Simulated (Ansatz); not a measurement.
AlCo: do energies and stresses tell the same story?

Method: DFT PBE, scalar-relativistic, plane waves, PAW (Ansatz 0.2.0).

Settings: cutoff 420 eV, Γ-centred mesh 14×14×14 on the computed 2-atom cell, Gaussian smearing of 0.10 eV; no spin polarisation.

Relaxed cell: Pm-3m, a = 2.852 Å, b = 2.852 Å, c = 2.852 Å, α = 90.00°, β = 90.00°, γ = 90.00°, 2 atoms in the primitive cell. Whether it is the stable form of this composition wasn't checked.

Energies at zero smearing and pressures from the stress tensor, at volumes with shape and atoms relaxed:
```tsv
V (Å³/atom)	E − E(first) (meV/atom)	P (GPa)
10.902	0.00	12.66
11.250	-19.83	5.83
11.598	-25.95	0.00
11.946	-20.36	-4.97
12.294	-4.77	-9.22
```

Q: Check P = −dE/dV between neighbouring volumes, and get the bulk modulus from the pressures alone.

A: With 1 eV/Å³ = 160.2 GPa:
```json
{"middle V (Å³/atom)": "11.076", "−ΔE/ΔV (GPa)": "9.134", "mean P (GPa)": "9.246"}
{"middle V (Å³/atom)": "11.424", "−ΔE/ΔV (GPa)": "2.818", "mean P (GPa)": "2.915"}
{"middle V (Å³/atom)": "11.772", "−ΔE/ΔV (GPa)": "-2.578", "mean P (GPa)": "-2.487"}
{"middle V (Å³/atom)": "12.120", "−ΔE/ΔV (GPa)": "-7.179", "mean P (GPa)": "-7.098"}
```

The two differ by 0.11 GPa at most. The mean of two end pressures misses the average over a step by about ΔV² P″/12, up to 0.09 GPa here; with that taken off 0.03 GPa remains. The stress is the derivative of the free energy, not of the energy at zero smearing, and with free energies 0.00 GPa remains. Around V = 11.598 Å³/atom, the two neighbours give B = −V ΔP/ΔV = 11.598 × 10.80 / 0.696 = 180.1 GPa, against B0 = 179.4 GPa from the Birch–Murnaghan fit of the energies.

A ferromagnetic start lost its moments in a first run, so spin was left out; other magnetic orders weren't tried.